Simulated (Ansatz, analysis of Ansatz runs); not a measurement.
# Se_S in monolayer NbS2Br2: energy, spin and levels, part 2 of 2

Question: what does Se_S cost in monolayer NbS2Br2, which spin state does it take, and where do its states lie against the vacuum level? Model: a cell of 40 host atoms with 1 S taken out and 1 Se put in, with vacuum above and below.

Ansatz 0.2.0; plane-wave PAW DFT, PBEsol and LDA; supercells relaxed in a periodic cell with vacuum, the primitive cell and the final single points with the Coulomb interaction cut along the normal.

So far. Step 6 (Energies and states on the vacuum scale): Under PBEsol at the zone centre alone, the highest filled state is spread over 8 of 40 atoms, and the lowest empty one, 1.51 eV above it, is spread over 28 of 40 atoms.

## (6) Energies and states on the vacuum scale (continued)

Smooth density of the highest filled band in the ca plane at fractional y = 0.424, through the centre, with atoms of S and Se within 0.45 Å of it.

Values in Å⁻³, 13 rows by 16 columns, each cell a mean:
```
0.00 0.00 0.00 0.00 0.00 0.00 0.00 0.00 0.00 0.00 0.00 0.00 0.00 0.00 0.00 0.00
0.00 0.00 0.00 0.00 0.00 0.00 0.00 0.00 0.00 0.00 0.00 0.00 0.00 0.00 0.00 0.00
0.00 0.00 0.00 0.00 0.00 0.00 0.00 0.00 0.00 0.00 0.00 0.01 0.01 0.00 0.00 0.00
0.00 0.00 0.00 0.00 0.00 0.00 0.00 0.00 0.00 0.00 0.02 0.01 0.00 0.00 0.00 0.00
0.00 0.00 0.00 0.00 0.00 0.00 0.00 0.00 0.00 0.02 0.08 0.02 0.00 0.00 0.00 0.00
0.00 0.00 0.00 0.00 0.00 0.00 0.00 0.00 0.00 0.06 0.12 0.00 0.00 0.00 0.00 0.00
0.00 0.00 0.00 0.00 0.00 0.00 0.00 0.00 0.00 0.02 0.04 0.00 0.00 0.00 0.00 0.00
0.00 0.00 0.00 0.00 0.00 0.00 0.00 0.00 0.00 0.03 0.01 0.00 0.00 0.00 0.00 0.00
0.00 0.00 0.00 0.00 0.00 0.00 0.00 0.00 0.01 0.00 0.00 0.00 0.00 0.00 0.00 0.00
0.00 0.00 0.00 0.00 0.00 0.00 0.00 0.00 0.01 0.00 0.00 0.00 0.00 0.00 0.00 0.00
0.00 0.00 0.00 0.00 0.00 0.00 0.00 0.00 0.00 0.00 0.00 0.00 0.00 0.00 0.00 0.00
0.00 0.00 0.00 0.00 0.00 0.00 0.00 0.00 0.00 0.00 0.00 0.00 0.00 0.00 0.00 0.00
0.00 0.00 0.00 0.00 0.00 0.00 0.00 0.00 0.00 0.00 0.00 0.00 0.00 0.00 0.00 0.00
```
Columns run along c (16.0 Å, from fractional 0.21 to 0.67 of the cell), rows up along a (13.0 Å). Atoms in or near the plane, at fractional coordinates: S at (0.56, 0.07), S at (0.44, 0.05), S at (0.56, 0.58), Se at (0.44, 0.55).

Smooth density of the lowest empty band in the ca plane at fractional y = 0.424, through the centre, with atoms of S and Se within 0.45 Å of it.

Ten even steps from '0' (-0.004 Å⁻³) to '9' (0.067 Å⁻³), each cell a mean:
```
00000000000000000000011000002211100000000000
00000000000000000000000000015420000000000000
00000000000000000000000000001100000000000000
00000000000000000000000000000000000000000000
00000000000000000000000000000000000000000000
00000000000000000000000000000000000000000000
00000000000000000000000000121000000000000000
00000000000000000000000001692111000000000000
00000000000000000000000000231211100000000000
00000000000000000000000000011100000000000000
00000000000000000000000000111000121000000000
00000000000000000001110001110001221000000000
00000000000000000000111001002211100000000000
00000000000000000000000000025310000000000000
00000000000000000000000000011100000000000000
00000000000000000000000000000000000000000000
00000000000000000000000000000000000000000000
00000000000000000000000000000000000000000000
00000000000000000000000000121000000000000000
00000000000000000000000001593111000000000000
00000000000000000000000000231221000000000000
00000000000000000000000000011110000000000000
00000000000000000000100000111000110000000000
00000000000000000000111000110001121000000000
```
Columns run along c (16.0 Å, from fractional 0.21 to 0.67 of the cell), rows up along a (13.0 Å). Atoms in or near the plane, at fractional coordinates: S at (0.56, 0.07), S at (0.44, 0.05), S at (0.56, 0.58), Se at (0.44, 0.55).

Valence density in the ca plane at fractional y = 0.424, through the centre, with atoms of S and Se within 0.45 Å of it. It is the smooth field of the valence electrons, not physical close to the nuclei.

Ten steps, logarithmic in the rise over the least value, from '0' (0 e/Å³) to '9' (24 e/Å³), each cell a mean:
```
00000000000000000000122222233211111000000000
00000000000000000000000011222211110000000000
00000000000000000000000011111122221000000000
00000000000000000000011221101233332100000000
00000000000000000000012332111233332100000000
00000000000000000000012332111122321000000000
00000000000000000000001222222111100000000000
00000000000000000000000112345321000000000000
00000000000000000000112112455422222100000000
00000000000000000002366322233223333210000000
00000000000000000013699632122123333310000000
00000000000000000012477422222122333210000000
00000000000000000001122212233211111000000000
00000000000000000000000011222211110000000000
00000000000000000000000011111122221000000000
00000000000000000000001221101233332100000000
00000000000000000000012332111233332100000000
00000000000000000000012332111122321000000000
00000000000000000000001222222111100000000000
00000000000000000000000111345321000000000000
00000000000000000000011112455422222100000000
00000000000000000001233332233223333210000000
00000000000000000001332332222123333310000000
00000000000000000001233332222112333210000000
```
Columns run along c (16.0 Å, from fractional 0.21 to 0.67 of the cell), rows up along a (13.0 Å). Atoms in or near the plane, at fractional coordinates: S at (0.56, 0.07), S at (0.44, 0.05), S at (0.56, 0.58), Se at (0.44, 0.55).

Formation energy from total energies, with S (S12 rings, Pnnm; not the stable S8 form) and Se (trigonal (grey) selenium) as references:

| total moment (μB) | formation energy (eV) |
| --- | --- |
| 0 | 0.34 |
| 2 | 1.67 |

## (7) The same structures under LDA

LDA on the structures relaxed with PBEsol shows how much of the energy belongs to the functional at a fixed structure; lattice and atoms are not at rest under it.

q0.point.lda/input.yaml reads:

```yaml
crystal:
  lattice:
    - [13.02631076, -0.01274449, 0.0]
    - [-6.43828694, 11.32400939, 0.0]
    - [0.0, 0.0, 35.0]
  atoms:
    - { symbol: Nb, position: [-0.0004786, 0.0007971, 0.50003752] }
    - { symbol: Nb, position: [0.12531678, 0.37408964, 0.50031026] }
[... 2 atom lines left out ...]
    - { symbol: S, position: [0.42067553, 0.29559239, 0.47627962] }
[... 16 atom lines left out ...]
    - { symbol: Nb, position: [0.6253942, 0.37343097, 0.49941866] }
[... 3 atom lines left out ...]
    - { symbol: Se, position: [0.54802395, 0.42291373, 0.43715766] }
[... 3 atom lines left out ...]
    - { symbol: Br, position: [0.82227497, 0.49253228, 0.45628797] }
    - { symbol: Nb, position: [0.49844508, 0.50033488, 0.49938592] }
[... 7 atom lines left out ...]
    - { symbol: Br, position: [0.61745895, 0.69715252, 0.45615932] }
    - { symbol: Br, position: [0.82132248, 0.99312803, 0.45662517] }
  periodic: [true, true, false]
basis:
  ecutwfc: 420
  xc_grid: 2
hamiltonian:
  xc: lda
kpoints:
  mp_grid: { grid: [1, 1, 1] }
scf:
  occupations: { method: fixed }
  max_iter: 80
output:
  forces: true
  eigenvalues: true
checkpoint:
  write: "../q0.point.lda.run"
  compress: false
  write_wavefunctions: false
  write_every: 100000
```

Run with:

```console
ansatz run input.yaml --threads 4 --pin off --max-ram 10362MiB --backend cpu --events-out ev --progress --plain --runs-dir out
```

The job ended after 39 s (4 threads of Arm Neoverse V1, shared host; peak memory 3.7 GiB; 2.4 min of CPU time).

Formation energy from total energies, with S (S12 rings, Pnnm; not the stable S8 form) and Se (trigonal (grey) selenium) as references:

| total moment (μB) | formation energy (eV) |
| --- | --- |
| 0 | 0.35 |
| 2 | 1.71 |

Against PBEsol the formation energy goes from 0.34 to 0.35 eV.

## (8) Outcome

```json
{
  "valence top of the perfect sheet below vacuum": "5.55 eV",
  "gap of the perfect sheet (PBEsol)": "1.54 eV",
  "largest displacement, common shift taken out": "0.18 Å",
  "atoms nearest to the centre": "Se 0.18, S 2.06, Nb 2.46, Nb 2.47, Br 3.25, Br 3.25 Å",
  "formation energy, elements as references (PBEsol)": "0.34 eV",
  "formation energy, elements as references (LDA)": "0.35 eV",
  "moment of the lowest state among those obtained": "0 μB",
  "levels over 0.1 eV inside the gap, on about a quarter of the atoms or fewer": "0"
}
```

In words: Under PBEsol the neutral defect costs 0.34 eV against the perfect sheet and the elements' reference phases, lowest with the moment held at 0 μB; the state with 2 μB lies 1.33 eV higher. At the first k-point no level inside the gap and clear of its edges is confined to about a quarter of the atoms or fewer. Across PBEsol and LDA the formation energy spans 0.01 eV on one structure. Limits: the images lie 13.0 Å apart in the plane; semilocal functionals make the gap too small and spread bound carriers; Kohn–Sham levels are not transition levels, and excitons, strong in sheets, are left out; a free-standing sheet, no substrate.

[Logs are printed without paths, hosts, clocks, repeated set-up lines and the standing remarks that a program may print on its own settings, such as how far it seeks lower states.]

[Hosts, paths, dates, database ids (printed as entryN), source tags and the programs' standing remarks are cut or masked in the printed files.]

[Maps of the electrostatic potential energy from Ansatz leave out the sawtooth potential of an applied field or a dipole correction, so their vacuum need not be flat.]
